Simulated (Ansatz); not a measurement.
The calculation used DFT PBE, scalar-relativistic, plane waves, PAW (Ansatz). All cells share a 420 eV cutoff and Γ-centred k meshes spaced at most about 0.3 Å⁻¹ (about 0.25 or finer for metals, 2π included). No spin polarisation.

Each guess is relaxed in cell and atoms at zero pressure, on a coarse mesh first where it starts far from rest and then on a converged one. The steps can't lower the symmetry of the start, but it can rise. Energies are static (0 K, no zero-point motion).

Two unrelaxed guesses for CaH5:

Guess 1.

```
CELL_PARAMETERS angstrom
3.81196 0.00000 0.00000
-1.90598 3.30125 0.00000
0.00000 0.00000 5.17454
ATOMIC_POSITIONS crystal
Ca 0.00000 0.00000 0.50000
H 0.66667 0.33333 0.79599
H 0.00000 0.00000 0.00000
H 0.66667 0.33333 0.20401
H 0.33333 0.66667 0.20401
H 0.33333 0.66667 0.79599
```

Guess 2.

```
CELL_PARAMETERS angstrom
2.68404 0.00000 0.00000
-1.34202 2.32445 0.00000
0.00000 0.00000 13.43063
ATOMIC_POSITIONS crystal
Ca 0.00000 0.00000 0.00000
H 0.66667 0.33333 0.16976
H 0.00000 0.00000 0.33337
H 0.66667 0.33333 0.50000
H 0.00000 0.00000 0.66663
H 0.66667 0.33333 0.83024
```

Question: Which guess leads to the lower structure, and by how much?

Answer: Guess 1 ends lower, by 0.32 eV/atom. Guess 1: P6/mmm at 10.9 Å³/atom → P6/mmm at 11.0 Å³/atom; Guess 2: P-6m2 at 14.0 Å³/atom → P-6m2 at 14.8 Å³/atom. Counting H atoms around Ca (those within 1.25 times the shortest such distance or 1.15 times the sum of covalent radii), the end of guess 1 has Ca 2 and the end of guess 2 has Ca 6. The end of guess 1 holds H–H pairs (shortest 0.83 Å); the end of guess 2 holds H–H pairs as short as in free H₂ molecules (shortest 0.78 Å). End of guess 1. Conventional cell: a = 4.341 Å, c = 4.032 Å. Ca is surrounded by 2 H at 2.02 Å and 12 H at 2.54 Å; H on a site of symmetry 3m has 1 H at 0.83 Å, 3 H at 2.51 Å, 3 Ca at 2.54 Å and 3 H at 2.64 Å; around H on a site of symmetry 6/mmm lie 2 Ca at 2.02 Å. End of guess 2. Conventional cell: a = 3.393 Å, c = 8.905 Å. Ca is surrounded by 6 H at 2.27 Å; around H on a site of symmetry 3m lie 3 Ca at 2.27 Å and 1 H at 2.30 Å; around H on a second site of symmetry 3m lie 1 H at 0.78 Å and 3 H at 2.00 Å; 1 more site not described.

Ends held by symmetry can be saddle points. Even the lowest of the cells shown lies +0.08 eV/atom against the elements. No dispersion correction is applied, so the spacing and binding between layers, chains or molecules are poorly described (P-6m2), and this can change margins and order among such cells. With hydrogen, zero-point motion can shift such differences by 10 meV/atom or more. Some structure types and database cells were kept out of the candidates from the start, so a known form may be missing.
